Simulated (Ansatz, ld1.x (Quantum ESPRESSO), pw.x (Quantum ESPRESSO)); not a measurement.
# palladium (Pd): one change to the TM potential, in the atom and in the diamond crystal

ld1.x (Quantum ESPRESSO) 7.5 input, shortened:

```
&input
   title='Pd', zed=46., rel=1, dft='PBE', iswitch=3,
   config='[Kr] 4d10 5s0 5p0'
 /
 &inputp
   pseudotype=2, tm=.true., lloc=0,
   nlcc=.false.
 /
3
5P  2  1   0.00   0.00  4.20  4.20  0.0
4D  3  2  10.00   0.00  1.60  1.60  0.0
5S  1  0   0.00   0.00  2.75  2.75  0.0
 &test
   configts(1)='4d10 5s0 5p0'
 /
```

Change: all radii scaled by about 0.82 (s 2.26, p 3.46, d 1.32 bohr).

Cutoffs, loose and tight: the cutoffs (Ry, on a coarse ladder) from which the occupation-weighted sum of valence levels, in a spherical-Bessel basis at the reference potential, stays within 10 and 1 mRy of its value at 400 Ry. They do not see the model core or the augmentation charge, which bear on the density cutoff. Test errors are all-electron minus pseudo excitation energies from the reference, over the configurations 4d9 5s0 5p0; 4d8 5s0 5p0; 4d7 5s0 5p0; 4d9 5s1 5p0; 4d9.5 5s0 5p0; 4d8 5s1 5p0; 4d6 5s0 5p0; variants that change the core or the reference have their own tests.

Crystal test: diamond Pd in pw.x 7.5, no spin, 8³ k-points, Fermi–Dirac smearing 0.01 Ry, cutoffs set for each file from its atomic test. The reference is all-electron LAPW (Ansatz 0.2.0) with the same functional, mesh and smearing; V0 and B0 come from Birch–Murnaghan fits to the pressures at five volumes. Errors are pseudo minus all-electron; Δ is the rms difference of the E(V) curves that follow from these fits, minima aligned, over ±6 % about the mean V0. Mesh and smearing are coarse, so the numbers serve the comparison and aren't converged zero-temperature values; the lattice is a test structure that the element need not adopt.

All-electron: a0 = 5.812 Å (V0 = 24.55 Å³/atom), B0 = 66.1 GPa.

Question: Does the change bring the crystal closer to the all-electron result?

Answer: The mean pressure error goes from +4.22 to +3.81 GPa, a small move against the size of the error. Neither pressure curve crosses zero within the volumes sampled, so no fits are given.

| quantity | base | changed |
| --- | --- | --- |
| outcome (atom) | generated | generated |
| cutoff, loose (atom) | 60 Ry | 70 Ry |
| cutoff, tight (atom) | 90 Ry | 90 Ry |
| bound ghosts (atom) | none | none |
| largest test error (meV) (atom) | -1020 over the solved tests; 1 of 7 tests not solved or not reliable | -2176 |
| cutoffs in pw.x (Ry) | 110/440 | 110/440 |
| mean pressure error (GPa) | +4.22 | +3.81 |

Base: The largest radius (4.20 bohr) exceeds half the bond length (2.38 bohr), so the spheres overlap, which is one possible source of error among others. This is a poor potential for the solid. Atomic configuration tests: 1 of 7 tests not solved or not reliable. Changed file: The largest radius (3.46 bohr) exceeds half the bond length (2.38 bohr), so the spheres overlap, which is one possible source of error among others. This is a poor potential for the solid. The atomic cutoffs weigh occupied waves only.
